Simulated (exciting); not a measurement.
## Ag L₃-edge absorption of AgI, all-electron BSE

How far do the exchange and direct terms reshape the Ag L₃ edge of AgI?

Main program and level: exciting sodium; X-ray absorption, core-level Bethe-Salpeter equation, exchange and statically screened direct term, Tamm-Dancoff, all-electron LAPW+lo PBE.

Most raw output is cut from this account.

The database entry behind the starting cell differs from later determinations by our own check (about 0.3 % short), so it need not match the best structure at ambient conditions.

## Step 1: Starting point

The structure is cubic, space group F-43m (No. 216). Conventional cell: a = 6.473 Å, b = 6.473 Å, c = 6.473 Å, α = 90.00°, β = 90.00°, γ = 90.00°. Nearest to I lie 4 Ag at 2.80 Å. Nearest to Ag lie 4 I at 2.80 Å. Farther neighbours and most contacts between anions are not listed.

Structure file:

```cif
data_structure
_symmetry_space_group_name_H-M 'P 1'
_symmetry_Int_Tables_number 1
_cell_length_a 4.5771
_cell_length_b 4.5771
_cell_length_c 4.5771
_cell_angle_alpha 60.000
_cell_angle_beta 60.000
_cell_angle_gamma 60.000
_cell_volume 67.80
loop_
_atom_site_label
_atom_site_type_symbol
_atom_site_fract_x
_atom_site_fract_y
_atom_site_fract_z
_atom_site_occupancy
I1 I 0.75000 0.75000 0.75000 1
Ag2 Ag 0.00000 0.00000 0.00000 1
```

Differences between curves are given as r.m.s. difference over r.m.s. height.

## Step 2: The self-consistent potential

The species files are the program's own, with muffin-tin radii set in the input.

Contents of input.xml:

```
<input>
  <title>AgI</title>
  <structure speciespath="." autormt="false" epslat="1.0e-5">
    <crystal>
      <basevect>0.0000000000 6.1160986012 6.1160986012</basevect>
      <basevect>6.1160986012 0.0000000000 6.1160986012</basevect>
      <basevect>6.1160986012 6.1160986012 0.0000000000</basevect>
    </crystal>
    <species speciesfile="I.xml" rmt="2.300">
      <atom coord="0.7500000000 0.7500000000 0.7500000000"/>
    </species>
    <species speciesfile="Ag.xml" rmt="2.300">
      <atom coord="0.0000000000 0.0000000000 0.0000000000"/>
    </species>
  </structure>
  <groundstate do="fromscratch" xctype="GGA_PBE" ngridk="4 4 4" rgkmax="7" gmaxvr="14" nempty="8" swidth="0.001" maxscl="100" epsengy="1e-5"/>
</input>
```

Started as:

```console
$ OMP_NUM_THREADS=1 mpirun -n 4 exciting
```

Wall time 21 s (4 MPI ranks of Arm Neoverse V2, shared host).

The mesh shows a gap of 1.31 eV. Core levels (Dirac, from the valence top):

| atom | level | energy (eV) |
| --- | --- | --- |
| Ag | 2s1/2 | -3722.4 |
| Ag | 2p1/2 | -3458.8 |
| Ag | 2p3/2 | -3283.5 |
| Ag | 3s1/2 | -679.0 |
| Ag | 3p1/2 | -574.2 |
| Ag | 3p3/2 | -543.2 |
| Ag | 3d3/2 | -357.7 |
| Ag | 3d5/2 | -351.5 |

## Step 3: A richer basis for the empty states

Each species file gets more local orbitals, built from u and its energy derivative at 0.15 Ha and u at 0.9 Ha.

input.xml is that of step 2.

Contents of SPECIES.xml, added lines:

```
<lo l="L">  <!-- L = 0, 1, 2 -->
  <wf matchingOrder="0" trialEnergy="0.1500" searchE="false"/>
  <wf matchingOrder="1" trialEnergy="0.1500" searchE="false"/>
  <wf matchingOrder="0" trialEnergy="0.9000" searchE="false"/>
</lo>
```

Started as:

```console
$ OMP_NUM_THREADS=1 mpirun -n 4 exciting
```

Wall time 21 s (4 MPI ranks).

Against the first ground state the total energy moves by -6 meV an atom and the gap by -0.01 eV.

## Step 4: Screening, kernels and BSE for Ag atom 2

The absorber has 4 I at 2.80 Å (tetrahedral, site symmetry -43m).

Changes to input.xml since step 3:

```diff
@@ -15,3 +15,19 @@
   </structure>
-  <groundstate do="fromscratch" xctype="GGA_PBE" ngridk="4 4 4" rgkmax="7" gmaxvr="14" nempty="8" swidth="0.001" maxscl="100" epsengy="1e-5"/>
+  <groundstate do="skip" xctype="GGA_PBE" ngridk="4 4 4" rgkmax="7" gmaxvr="14" nempty="8" swidth="0.001" maxscl="100" epsengy="1e-5"/>
+  <xs xstype="BSE" ngridk="4 4 4" ngridq="4 4 4" vkloff="0.097 0.273 0.493" rgkmax="7" nempty="29" gqmax="3" lmaxapwwf="5" lmaxemat="3" broad="0.04410" tevout="true">
+    <energywindow intv="120.271 121.888" points="439"/>
+    <screening screentype="full" nempty="50"/>
+    <BSE xas="true" xasspecies="2" xasatom="1" xasedge="L3" bsetype="singlet" nstlxas="1 25"/>
+    <qpointset>
+      <qpoint>0 0 0</qpoint>
+    </qpointset>
+    <plan>
+      <doonly task="xsgeneigvec"/>
+      <doonly task="writepmatxs"/>
+      <doonly task="scrgeneigvec"/>
+      <doonly task="scrwritepmat"/>
+      <doonly task="screen"/>
+      <doonly task="scrcoulint"/>
+    </plan>
+  </xs>
 </input>
```

Contents of input.xml for the exchange start (cutoff and plan only):

```
  gqmax="2"
  <plan>
    <doonly task="exccoulint"/>
  </plan>
```

Contents of input.xml for the last start (plan only):

```
  <plan>
    <doonly task="bse"/>
  </plan>
```

Started as:

```console
$ OMP_NUM_THREADS=1 mpirun -n 4 exciting
$ OMP_NUM_THREADS=1 mpirun -n 4 exciting
$ OMP_NUM_THREADS=4 exciting
```

Run time: 15 min. Hardware: 4 MPI ranks.

Wall time by task: xsgeneigvec 5.5 s, writepmatxs 7.4 s, scrgeneigvec 3.1 s, scrwritepmat 2.4 s, screen 99 s, scrcoulint 3.9 min, exccoulint 6.2 min, bse 2.6 min.

The Ag L₃ spectrum of Ag atom 2 (energy from the Kohn–Sham onset, core level to the lowest empty state found on the meshes used, 3284.74 eV; the ground-state mesh sets it, and the shifted mesh has its lowest transition 0.54 eV above it; Im ε scaled to the maximum of the singlet run; cut below the end of the band set):

| E (eV) | Im ε |
| --- | --- |
| -9.5 | 0.03 |
| -9.0 | 0.03 |
| -8.5 | 0.03 |
| -8.0 | 0.03 |
| -7.5 | 0.04 |
| -7.0 | 0.04 |
| -6.5 | 0.04 |
| -6.0 | 0.05 |
| -5.5 | 0.05 |
| -5.0 | 0.06 |
| -4.5 | 0.06 |
| -4.0 | 0.07 |
| -3.5 | 0.08 |
| -3.0 | 0.09 |
| -2.5 | 0.11 |
| -2.0 | 0.13 |
| -1.5 | 0.16 |
| -1.0 | 0.21 |
| -0.5 | 0.27 |
| 0.0 | 0.35 |
| 0.5 | 0.46 |
| 1.0 | 0.58 |
| 1.5 | 0.71 |
| 2.0 | 0.82 |
| 2.5 | 0.84 |
| 3.0 | 0.84 |
| 3.5 | 0.85 |
| 4.0 | 0.87 |
| 4.5 | 0.88 |
| 5.0 | 0.88 |
| 5.5 | 0.89 |
| 6.0 | 0.92 |
| 6.5 | 0.96 |
| 7.0 | 0.99 |
| 7.5 | 0.99 |
| 8.0 | 1.00 |
| 8.5 | 1.00 |
| 9.0 | 0.99 |
| 9.5 | 0.97 |
| 10.0 | 0.96 |
| 10.5 | 0.94 |
| 11.0 | 0.92 |
| 11.5 | 0.92 |
| 12.0 | 0.93 |
| 12.5 | 0.94 |
| 13.0 | 0.94 |
| 13.5 | 0.92 |
| 14.0 | 0.90 |
| 14.5 | 0.89 |
| 15.0 | 0.88 |
| 15.5 | 0.86 |
| 16.0 | 0.86 |
| 16.5 | 0.87 |
| 17.0 | 0.88 |
| 17.5 | 0.90 |
| 18.0 | 0.90 |
| 18.5 | 0.89 |
| 19.0 | 0.87 |
| 19.5 | 0.82 |
| 20.0 | 0.78 |
| 20.5 | 0.73 |
| 21.0 | 0.70 |

Maxima (height): 8.4 eV (1.00), 12.9 eV (0.94) and 17.9 eV (0.90).

The Hamiltonian has 6400 rows. The lowest groups of eigenvalues and the brightest ones, on the scale above (the program counts from the shifted mesh's onset, 0.54 eV higher). Core spinors bring spin-forbidden partners, so dark means forbidden by spin or by symmetry, and the shifted mesh splits states that symmetry would keep together:

| energy (eV) | states within 10 meV | relative strength |
| --- | --- | --- |
| 0.003 | 4 | 0.74 |
| 0.385 | 4 | 0.74 |
| 0.633 | 4 | 0.35 |
| 0.823 | 4 | 0.20 |
| 0.942 | 4 | 0.14 |
| 1.031 | 4 | 0.092 |
| 1.922 | 8 | 0.70 |
| 2.130 | 4 | 1.00 |
| 3.314 | 8 | 0.79 |
| 6.849 | 4 | 0.77 |
| 6.875 | 4 | 0.73 |

## Step 5: Independent particles

Changes to input.xml since step 4:

```diff
@@ -19,3 +19,3 @@
     <screening screentype="full" nempty="50"/>
-    <BSE xas="true" xasspecies="2" xasatom="1" xasedge="L3" bsetype="singlet" nstlxas="1 25"/>
+    <BSE xas="true" xasspecies="2" xasatom="1" xasedge="L3" bsetype="IP" nstlxas="1 25"/>
     <qpointset>
@@ -24,8 +24,3 @@
     <plan>
-      <doonly task="xsgeneigvec"/>
-      <doonly task="writepmatxs"/>
-      <doonly task="scrgeneigvec"/>
-      <doonly task="scrwritepmat"/>
-      <doonly task="screen"/>
-      <doonly task="scrcoulint"/>
+      <doonly task="bse"/>
     </plan>
```

Started as:

```console
$ OMP_NUM_THREADS=4 exciting
```

Elapsed: 1.5 s, on 4 threads.

Maxima (height): 14.1 eV (0.95) and 19.9 eV (1.08). The spectrum differs from the singlet run by 24 % r.m.s. Moving the earlier curve by +2.3 eV leaves 13 %. The highest maximum lies at 19.9 eV (1.08), against 8.4 eV (1.00).

## Step 6: Exchange alone

Changes to input.xml since step 5:

```diff
@@ -19,3 +19,3 @@
     <screening screentype="full" nempty="50"/>
-    <BSE xas="true" xasspecies="2" xasatom="1" xasedge="L3" bsetype="IP" nstlxas="1 25"/>
+    <BSE xas="true" xasspecies="2" xasatom="1" xasedge="L3" bsetype="RPA" nstlxas="1 25"/>
     <qpointset>
```

Started as:

```console
$ OMP_NUM_THREADS=4 exciting
```

The job ended after 2.6 min (4 threads).

Maxima (height): 14.1 eV (0.95) and 19.9 eV (1.08). The spectrum is that of the independent-particle run within 1 %.

## Step 7: Another input

In this try the input is made faulty on purpose, to show what that does.

Changes to input.xml since step 6:

```diff
@@ -18,4 +18,4 @@
     <energywindow intv="120.271 121.888" points="439"/>
-    <screening screentype="full" nempty="50"/>
-    <BSE xas="true" xasspecies="2" xasatom="1" xasedge="L3" bsetype="RPA" nstlxas="1 25"/>
+    <screening screentype="full" nempty="3"/>
+    <BSE xas="true" xasspecies="2" xasatom="1" xasedge="L3" bsetype="singlet" nstlxas="1 25"/>
     <qpointset>
@@ -24,3 +24,6 @@
     <plan>
-      <doonly task="bse"/>
+      <doonly task="scrgeneigvec"/>
+      <doonly task="scrwritepmat"/>
+      <doonly task="screen"/>
+      <doonly task="scrcoulint"/>
     </plan>
```

Contents of input.xml for the last start (plan only):

```
  <plan>
    <doonly task="bse"/>
  </plan>
```

Started as:

```console
$ OMP_NUM_THREADS=1 mpirun -n 4 exciting
$ OMP_NUM_THREADS=4 exciting
```

The job ended after 6.8 min (4 MPI ranks).

The input has a fault: far too few empty states in the screening. The spectrum differs from the singlet run by 10 % r.m.s. The highest maximum lies at 6.9 eV (1.05), against 8.4 eV (1.00). The first bright state moves from 0.00 to -0.36 eV. Too few states underscreen, so the attraction is too strong.

| E (eV) | first run | this run |
| --- | --- | --- |
| -9.0 | 0.03 | 0.03 |
| -8.0 | 0.03 | 0.04 |
| -7.0 | 0.04 | 0.04 |
| -6.0 | 0.05 | 0.05 |
| -5.0 | 0.06 | 0.06 |
| -4.0 | 0.07 | 0.08 |
| -3.0 | 0.09 | 0.11 |
| -2.0 | 0.13 | 0.17 |
| -1.0 | 0.21 | 0.29 |
| 0.0 | 0.35 | 0.46 |
| 1.0 | 0.58 | 0.72 |
| 2.0 | 0.82 | 0.96 |
| 3.0 | 0.84 | 0.94 |
| 4.0 | 0.87 | 0.97 |
| 5.0 | 0.88 | 0.96 |
| 6.0 | 0.92 | 1.00 |
| 7.0 | 0.99 | 1.05 |
| 8.0 | 1.00 | 1.04 |
| 9.0 | 0.99 | 1.01 |
| 10.0 | 0.96 | 0.96 |
| 11.0 | 0.92 | 0.90 |
| 12.0 | 0.93 | 0.91 |
| 13.0 | 0.94 | 0.90 |
| 14.0 | 0.90 | 0.85 |
| 15.0 | 0.88 | 0.83 |
| 16.0 | 0.86 | 0.81 |
| 17.0 | 0.88 | 0.83 |
| 18.0 | 0.90 | 0.82 |
| 19.0 | 0.87 | 0.76 |
| 20.0 | 0.78 | 0.67 |
| 21.0 | 0.70 | 0.60 |

## Step 8: Coarser mesh

Changed against the first singlet run: k mesh from 4×4×4 to 2×2×2.

Changes to input.xml since step 7:

```diff
@@ -16,5 +16,5 @@
   <groundstate do="skip" xctype="GGA_PBE" ngridk="4 4 4" rgkmax="7" gmaxvr="14" nempty="8" swidth="0.001" maxscl="100" epsengy="1e-5"/>
-  <xs xstype="BSE" ngridk="4 4 4" ngridq="4 4 4" vkloff="0.097 0.273 0.493" rgkmax="7" nempty="29" gqmax="3" lmaxapwwf="5" lmaxemat="3" broad="0.04410" tevout="true">
+  <xs xstype="BSE" ngridk="2 2 2" ngridq="2 2 2" vkloff="0.097 0.273 0.493" rgkmax="7" nempty="29" gqmax="3" lmaxapwwf="5" lmaxemat="3" broad="0.04410" tevout="true">
     <energywindow intv="120.271 121.888" points="439"/>
-    <screening screentype="full" nempty="3"/>
+    <screening screentype="full" nempty="50"/>
     <BSE xas="true" xasspecies="2" xasatom="1" xasedge="L3" bsetype="singlet" nstlxas="1 25"/>
@@ -24,2 +24,4 @@
     <plan>
+      <doonly task="xsgeneigvec"/>
+      <doonly task="writepmatxs"/>
       <doonly task="scrgeneigvec"/>
```

Contents of input.xml for the exchange start (cutoff and plan only):

```
  gqmax="2"
  <plan>
    <doonly task="exccoulint"/>
  </plan>
```

Contents of input.xml for the last start (plan only):

```
  <plan>
    <doonly task="bse"/>
  </plan>
```

Started as:

```console
$ OMP_NUM_THREADS=1 mpirun -n 4 exciting
$ OMP_NUM_THREADS=1 mpirun -n 4 exciting
$ OMP_NUM_THREADS=4 exciting
```

The job ended after 75 s (4 MPI ranks).

Wall time by task: xsgeneigvec 3.8 s, writepmatxs 2.2 s, scrgeneigvec 1.5 s, scrwritepmat 1.7 s, screen 6.5 s, scrcoulint 7.1 s, exccoulint 46 s, bse 1.3 s.

These settings are cheaper. The spectrum differs from the singlet run by 3 % r.m.s. The highest maximum lies at 7.8 eV (1.00), against 8.4 eV (1.00). The first bright state moves from 0.00 to 0.10 eV. The lowest bare transition of this run lies at 1.39 eV, against 0.54. A coarse mesh samples few band energies, and it inflates the long-range part of the attraction.

| E (eV) | first run | this run |
| --- | --- | --- |
| -9.0 | 0.03 | 0.03 |
| -8.0 | 0.03 | 0.03 |
| -7.0 | 0.04 | 0.04 |
| -6.0 | 0.05 | 0.05 |
| -5.0 | 0.06 | 0.06 |
| -4.0 | 0.07 | 0.07 |
| -3.0 | 0.09 | 0.09 |
| -2.0 | 0.13 | 0.13 |
| -1.0 | 0.21 | 0.22 |
| 0.0 | 0.35 | 0.37 |
| 1.0 | 0.58 | 0.59 |
| 2.0 | 0.82 | 0.78 |
| 3.0 | 0.84 | 0.82 |
| 4.0 | 0.87 | 0.88 |
| 5.0 | 0.88 | 0.92 |
| 6.0 | 0.92 | 0.96 |
| 7.0 | 0.99 | 0.98 |
| 8.0 | 1.00 | 0.99 |
| 9.0 | 0.99 | 0.95 |
| 10.0 | 0.96 | 0.94 |
| 11.0 | 0.92 | 0.93 |
| 12.0 | 0.93 | 0.93 |
| 13.0 | 0.94 | 0.90 |
| 14.0 | 0.90 | 0.93 |
| 15.0 | 0.88 | 0.90 |
| 16.0 | 0.86 | 0.88 |
| 17.0 | 0.88 | 0.91 |
| 18.0 | 0.90 | 0.90 |
| 19.0 | 0.87 | 0.83 |
| 20.0 | 0.78 | 0.80 |
| 21.0 | 0.70 | 0.70 |

## Step 9: The levels of theory side by side

| level | curve passes 0.15 (eV) | highest maximum (eV) | its height |
| --- | --- | --- | --- |
| IP | 0.2 | 19.9 | 1.08 |
| RPA | 0.2 | 19.9 | 1.08 |
| singlet | -1.6 | 8.4 | 1.00 |

| E (eV) | IP | RPA | singlet |
| --- | --- | --- | --- |
| -9.0 | 0.02 | 0.02 | 0.03 |
| -8.0 | 0.02 | 0.02 | 0.03 |
| -7.0 | 0.03 | 0.03 | 0.04 |
| -6.0 | 0.03 | 0.03 | 0.05 |
| -5.0 | 0.04 | 0.04 | 0.06 |
| -4.0 | 0.04 | 0.04 | 0.07 |
| -3.0 | 0.05 | 0.05 | 0.09 |
| -2.0 | 0.07 | 0.07 | 0.13 |
| -1.0 | 0.09 | 0.09 | 0.21 |
| 0.0 | 0.14 | 0.14 | 0.35 |
| 1.0 | 0.23 | 0.23 | 0.58 |
| 2.0 | 0.40 | 0.40 | 0.82 |
| 3.0 | 0.55 | 0.55 | 0.84 |
| 4.0 | 0.63 | 0.63 | 0.87 |
| 5.0 | 0.68 | 0.68 | 0.88 |
| 6.0 | 0.70 | 0.70 | 0.92 |
| 7.0 | 0.76 | 0.76 | 0.99 |
| 8.0 | 0.82 | 0.82 | 1.00 |
| 9.0 | 0.86 | 0.86 | 0.99 |
| 10.0 | 0.88 | 0.88 | 0.96 |
| 11.0 | 0.89 | 0.89 | 0.92 |
| 12.0 | 0.89 | 0.89 | 0.93 |
| 13.0 | 0.92 | 0.92 | 0.94 |
| 14.0 | 0.95 | 0.95 | 0.90 |
| 15.0 | 0.94 | 0.94 | 0.88 |
| 16.0 | 0.93 | 0.93 | 0.86 |
| 17.0 | 0.93 | 0.93 | 0.88 |
| 18.0 | 0.98 | 0.98 | 0.90 |
| 19.0 | 1.05 | 1.05 | 0.87 |
| 20.0 | 1.08 | 1.08 | 0.78 |
| 21.0 | 1.02 | 1.02 | 0.70 |

## Step 10: Results

```json
{
  "absorber and edge": "Ag L₃, atom 2",
  "surroundings": "4 I at 2.80 Å (tetrahedral, site symmetry -43m)",
  "first bright state": "0.00 eV from the Kohn–Sham onset, on this mesh",
  "highest maximum": "8.4 eV",
  "cost of the BSE run": "15 min on 4 MPI ranks of Arm Neoverse V2, shared host; the last task ran on as many threads"
}
```

**Reading.** Is a core exciton bound? Undecided on this mesh: the first bright state (over 5 % of the brightest) lies at 0.00 eV from the Kohn–Sham onset and at -0.54 eV from the lowest bare transition of its own mesh. Exchange alone changes the independent-particle spectrum by 0.0 % r.m.s. A mesh of 64 points doesn't converge binding energies, and fine structure above the first lines is partly noise of the mesh. Exchange and the short-range direct term aren't converged in the kernel cutoff. The zero comes from the unshifted 4×4×4 ground-state mesh; it is exact only where the band minimum lies on that mesh. The conduction states carry no spin here, so the exchange coupling to the spinor core hole is only partly held. This core level is treated alone, with no coupling to its spin–orbit partner. The Kohn–Sham onset, 3285 eV, is no photon energy (tabulated edge of the element: 3351 eV): the scale needs a rigid shift. Bands and screening come from semilocal DFT, whose small gap overscreens. Vibrations and energy-dependent lifetimes are left out. The structure is a published determination, not relaxed.

[Logs are printed without paths, hosts, clocks, repeated set-up lines and the standing remarks that a program may print on its own settings, such as how far it seeks lower states.]

[Hosts, paths, dates, database ids (printed as entryN), source tags and the programs' standing remarks are cut or masked in the printed files.]
